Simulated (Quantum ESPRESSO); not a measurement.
Crystal: PbSe (Clausthalite).

```
CELL_PARAMETERS angstrom
0.00000 3.06065 3.06065
3.06065 0.00000 3.06065
3.06065 3.06065 0.00000
ATOMIC_POSITIONS crystal
Pb 0.00000 0.00000 0.00000
Se 0.50000 0.50000 0.50000
```

Program: Quantum ESPRESSO 7.5. Alike in all runs: task dielectric tensor; no spin polarisation; cell as given; k mesh 6 × 6 × 6, shifted; cutoff (eV) 612; smearing fermi-dirac 0.05 eV.

Order these runs on this cell by their pressure, lowest first.
A. level LDA; potentials or basis GBRV 1.5 LDA; form of the LDA correlation PZ81
B. level WC; potentials or basis GBRV 1.5 PBE
C. level BLYP; potentials or basis GBRV 1.5 PBE

A (-2.3 GPa), B (-0.5 GPa), C (5.8 GPa).

Caveats: the potentials were made for another functional, which shifts forces and pressure (some runs); the cell is more than 3 GPa from zero pressure, which shifts response properties (some runs).

Runs at the PBE level aren't shown here.
